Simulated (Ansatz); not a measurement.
# Ta: strong compression

How does Ta (beta tin type) answer strong compression, and how long do frozen cores keep up with all electrons? Methods of the runs shown: LAPW and norm-conserving. Companion runs by PAW are cited. Its runs: the reference run (LAPW); volume scaled by 1 (norm-conserving); volume scaled by 0.92 (LAPW); volume scaled by 0.84 (LAPW and norm-conserving); volume scaled by 0.76 (LAPW); volume scaled by 0.68 (LAPW and norm-conserving); volume scaled by 0.6 (LAPW); volume scaled by 0.52 (LAPW and norm-conserving); volume scaled by 0.45 (norm-conserving).

Method: DFT PBE, with the methods named in each step, in Ansatz 0.2.0.

5 further runs of the same task are left out: 3 that didn't finish, 2 set aside as unsound or not needed.

### 1 The structure to begin with

The structure is tetragonal, space group I4_1/amd (No. 141). Conventional cell: a = 5.289 Å, b = 5.289 Å, c = 2.815 Å, α = 90.00°, β = 90.00°, γ = 90.00°. Ta (site symmetry -4m2) has 6 Ta at 2.74 to 2.82 Å as nearest neighbours.

Structure file:

```
Ta
1.0
    -2.64431    2.64431    1.40754
     2.64431   -2.64431    1.40754
     2.64431    2.64431   -1.40754
Ta
2
Direct
  0.62500 0.87500 0.75000
  0.37500 0.12500 0.25000
```

Whether this phase is the stable one at these pressures isn't tested.

Atoms are numbered in the order of the input: Ta1, Ta2.

### 2 The reference volume, LAPW

input.yaml reads:

```yaml
crystal:
  lattice:
    - [-2.6443132886, 2.6443132886, 1.407542754]
    - [2.6443132886, -2.6443132886, 1.407542754]
    - [2.6443132886, 2.6443132886, -1.407542754]
  atoms:
    - { symbol: Ta, position: [-0.375, -0.125, -0.25] }
    - { symbol: Ta, position: [0.375, 0.125, 0.25] }
kpoints:
  mp_grid: { grid: [17, 17, 17] }
  band_path:
    path:
      - [0.0, 0.0, 0.0]
      - [0.0, 0.0, 0.5]
      - [-0.5, 0.5, 0.5]
      - [0.0, 0.0, 0.0]
      - [0.3208332852, 0.3208332852, -0.3208332852]
      - [-0.3208332852, 0.6791667148, 0.3208332852]
      - [-0.5, 0.5, 0.5]
      - [0.0, 0.0, 0.5]
      - [0.25, 0.25, 0.25]
    npoints: 14
scf:
  occupations: { method: fermi_dirac, width: 0.1 }
hamiltonian:
  xc: pbe
  pseudopotentials: { kind: all_electron, lapw: { basis_error: 0.001 } }
output:
  forces: true
  stress: true
  eigenvalues: true
  populations: true
  dos: { projected: true, de: 0.2, e_range: [-14, 8] }
```

The run is started by

```console
ansatz run input.yaml --threads 1 --pin off --max-ram 2048MiB --backend cpu --events-out ev --progress --plain --runs-dir out
```

### 3 Volume scaled by 1, norm-conserving

input.yaml reads:

```yaml
crystal:
  lattice:
    - [-2.6443132886, 2.6443132886, 1.407542754]
    - [2.6443132886, -2.6443132886, 1.407542754]
    - [2.6443132886, 2.6443132886, -1.407542754]
  atoms:
    - { symbol: Ta, position: [-0.375, -0.125, -0.25] }
    - { symbol: Ta, position: [0.375, 0.125, 0.25] }
kpoints:
  mp_grid: { grid: [17, 17, 17] }
scf:
  occupations: { method: fermi_dirac, width: 0.1 }
hamiltonian:
  xc: pbe
  pseudopotentials: { kind: nc }
output:
  forces: true
  stress: true
  eigenvalues: true
```

### 4 Volume scaled by 0.92, LAPW

input.yaml reads:

```yaml
crystal:
  lattice:
    - [-2.5664082365, 2.5664082365, 1.3747500902]
    - [2.5664082365, -2.5664082365, 1.3747500902]
    - [2.5664082365, 2.5664082365, -1.3747500902]
  atoms:
    - { symbol: Ta, position: [-0.375, -0.125, -0.25] }
    - { symbol: Ta, position: [0.375, 0.125, 0.25] }
kpoints:
  mp_grid: { grid: [17, 17, 17] }
scf:
  occupations: { method: fermi_dirac, width: 0.1 }
hamiltonian:
  xc: pbe
  pseudopotentials: { kind: all_electron, lapw: { basis_error: 0.001 } }
output:
  forces: true
  stress: true
  eigenvalues: true
  populations: true
```

### 5 Volume scaled by 0.84, LAPW

Changes to input.yaml since step 4:

```diff
@@ -2,5 +2,5 @@
   lattice:
-    - [-2.5664082365, 2.5664082365, 1.3747500902]
-    - [2.5664082365, -2.5664082365, 1.3747500902]
-    - [2.5664082365, 2.5664082365, -1.3747500902]
+    - [-2.4844010995, 2.4844010995, 1.3394400204]
+    - [2.4844010995, -2.4844010995, 1.3394400204]
+    - [2.4844010995, 2.4844010995, -1.3394400204]
   atoms:
```

### 6 Volume scaled by 0.84, norm-conserving

Changes to input.yaml since step 5:

```diff
@@ -14,3 +14,3 @@
   xc: pbe
-  pseudopotentials: { kind: all_electron, lapw: { basis_error: 0.001 } }
+  pseudopotentials: { kind: nc }
 output:
@@ -19,2 +19 @@
   eigenvalues: true
-  populations: true
```

### 7 Volume scaled by 0.76, LAPW

input.yaml reads:

```yaml
crystal:
  lattice:
    - [-2.397997735, 2.397997735, 1.3007788458]
    - [2.397997735, -2.397997735, 1.3007788458]
    - [2.397997735, 2.397997735, -1.3007788458]
  atoms:
    - { symbol: Ta, position: [-0.375, -0.125, -0.25] }
    - { symbol: Ta, position: [0.375, 0.125, 0.25] }
kpoints:
  mp_grid: { grid: [17, 17, 17] }
scf:
  occupations: { method: fermi_dirac, width: 0.1 }
hamiltonian:
  xc: pbe
  pseudopotentials: { kind: all_electron, lapw: { basis_error: 0.001 } }
output:
  forces: true
  stress: true
  eigenvalues: true
  populations: true
```

### 8 Volume scaled by 0.68, LAPW

Changes to input.yaml since step 7:

```diff
@@ -2,5 +2,5 @@
   lattice:
-    - [-2.397997735, 2.397997735, 1.3007788458]
-    - [2.397997735, -2.397997735, 1.3007788458]
-    - [2.397997735, 2.397997735, -1.3007788458]
+    - [-2.3068004308, 2.3068004308, 1.2576977251]
+    - [2.3068004308, -2.3068004308, 1.2576977251]
+    - [2.3068004308, 2.3068004308, -1.2576977251]
   atoms:
```

### 9 Volume scaled by 0.68, norm-conserving

Changes to input.yaml since step 8:

```diff
@@ -14,3 +14,3 @@
   xc: pbe
-  pseudopotentials: { kind: all_electron, lapw: { basis_error: 0.001 } }
+  pseudopotentials: { kind: nc }
 output:
@@ -19,2 +19 @@
   eigenvalues: true
-  populations: true
```

### 10 Volume scaled by 0.6, LAPW

input.yaml reads:

```yaml
crystal:
  lattice:
    - [-2.2103386475, 2.2103386475, 1.2087069688]
    - [2.2103386475, -2.2103386475, 1.2087069688]
    - [2.2103386475, 2.2103386475, -1.2087069688]
  atoms:
    - { symbol: Ta, position: [-0.375, -0.125, -0.25] }
    - { symbol: Ta, position: [0.375, 0.125, 0.25] }
kpoints:
  mp_grid: { grid: [17, 17, 17] }
scf:
  occupations: { method: fermi_dirac, width: 0.1 }
hamiltonian:
  xc: pbe
  pseudopotentials: { kind: all_electron, lapw: { basis_error: 0.001 } }
output:
  forces: true
  stress: true
  eigenvalues: true
  populations: true
```

### 11 Volume scaled by 0.52, LAPW

input.yaml reads:

```yaml
crystal:
  lattice:
    - [-2.1084615846, 2.1084615846, 1.1512227636]
    - [2.1084615846, -2.1084615846, 1.1512227636]
    - [2.1084615846, 2.1084615846, -1.1512227636]
  atoms:
    - { symbol: Ta, position: [-0.375, -0.125, -0.25] }
    - { symbol: Ta, position: [0.375, 0.125, 0.25] }
kpoints:
  mp_grid: { grid: [17, 17, 17] }
  band_path:
    path:
      - [0.0, 0.0, 0.0]
      - [0.0, 0.0, 0.5]
      - [-0.5, 0.5, 0.5]
      - [0.0, 0.0, 0.0]
      - [0.3245293546, 0.3245293546, -0.3245293546]
      - [-0.3245293546, 0.6754706454, 0.3245293546]
      - [-0.5, 0.5, 0.5]
      - [0.0, 0.0, 0.5]
      - [0.25, 0.25, 0.25]
    npoints: 8
scf:
  occupations: { method: fermi_dirac, width: 0.1 }
hamiltonian:
  xc: pbe
  pseudopotentials: { kind: all_electron, lapw: { basis_error: 0.001 } }
output:
  forces: true
  stress: true
  eigenvalues: true
  populations: true
  dos: { projected: true, de: 0.2, e_range: [-14, 8] }
```

### 12 Volume scaled by 0.52, norm-conserving

input.yaml reads:

```yaml
crystal:
  lattice:
    - [-2.1084615846, 2.1084615846, 1.1512227636]
    - [2.1084615846, -2.1084615846, 1.1512227636]
    - [2.1084615846, 2.1084615846, -1.1512227636]
  atoms:
    - { symbol: Ta, position: [-0.375, -0.125, -0.25] }
    - { symbol: Ta, position: [0.375, 0.125, 0.25] }
kpoints:
  mp_grid: { grid: [17, 17, 17] }
scf:
  occupations: { method: fermi_dirac, width: 0.1 }
hamiltonian:
  xc: pbe
  pseudopotentials: { kind: nc }
output:
  forces: true
  stress: true
  eigenvalues: true
```

### 13 Volume scaled by 0.45, norm-conserving

Changes to input.yaml since step 12:

```diff
@@ -2,5 +2,5 @@
   lattice:
-    - [-2.1084615846, 2.1084615846, 1.1512227636]
-    - [2.1084615846, -2.1084615846, 1.1512227636]
-    - [2.1084615846, 2.1084615846, -1.1512227636]
+    - [-2.0137327076, 2.0137327076, 1.0921851719]
+    - [2.0137327076, -2.0137327076, 1.0921851719]
+    - [2.0137327076, 2.0137327076, -1.0921851719]
   atoms:
```

(Steps that only read results are left out.)

Before running it: what results should come out? Wanted: LAPW pressure at 0.52 of the volume; PAW pressure at 0.52 of the volume; PAW; norm-conserving pressure at 0.52 of the volume; fitted bulk modulus at zero pressure.

The runs gave:

| quantity | value |
| --- | --- |
| LAPW pressure at 0.52 of the volume | 366.9 GPa |
| PAW pressure at 0.52 of the volume | 372.7 GPa |
| PAW (partial_waves polarizable) pressure at 0.52 of the volume | 372.7 GPa |
| norm-conserving pressure at 0.52 of the volume | 364.8 GPa |
| fitted bulk modulus at zero pressure (LAPW) | 152 GPa |
| its pressure derivative | 3.96 |

**Reading.** At 0.52 of the starting volume LAPW gives 367 GPa. A third-order Birch-Murnaghan curve fits the range only roughly (B₀ = 152 GPa, B′ = 3.96, misfit at most 1.55 GPa). A fit over so wide a range leans to the high pressures, so B₀ can be off by several per cent. Where LAPW's pressure is over 3 GPa, PAW's departs from it by at most 1.6 %, at 0.52 of the volume, where the frozen cores and overlapping spheres are strained most. The ions are at rest, and the electrons smeared by 0.1 eV. Spin-orbit coupling is left out, though the cell holds Ta; in elements this heavy it can shift bands and gaps by tenths of an eV.
